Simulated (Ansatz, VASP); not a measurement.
**Re in VASP and in Ansatz**

```
CELL_PARAMETERS angstrom
4.46859 0.00000 0.00000
-2.23430 3.86992 0.00000
0.00000 0.00000 2.79775
ATOMIC_POSITIONS crystal
Re 0.00000 0.00000 0.00000
Re 0.33333 0.66667 0.50000
Re 0.66667 0.33333 0.50000
```

Alike in both runs: task single point; functional r2SCAN; k mesh 10 × 10 × 13; occupations fermi-dirac, width 0.1 eV; no spin polarisation.

```csv
,VASP,Ansatz
version,VASP 6.6.1,Ansatz 0.2.0
potentials or method,"VASP PAW PBE potentials, release 64 (Re)","plane waves (500 eV) with PAW, scalar-relativistic"
plane-wave cutoff (eV),520,500
valence electrons in the cell,21,45
```

```tsv
	VASP	Ansatz	Ansatz less VASP
pressure (GPa)	-24.6	-24.0	+0.61
largest component of the traceless stress (GPa)	1.63	1.32	-0.312
```

The two sets of potentials don't hold the same shells in valence.

Caveats: so large a pressure means that the cell lies far from this level's equilibrium, or that cutoff or potentials fall short (VASP); the potentials were made for another functional, which shifts forces and pressure (VASP). The runs have no spin-orbit coupling, so splittings on Re are missing.
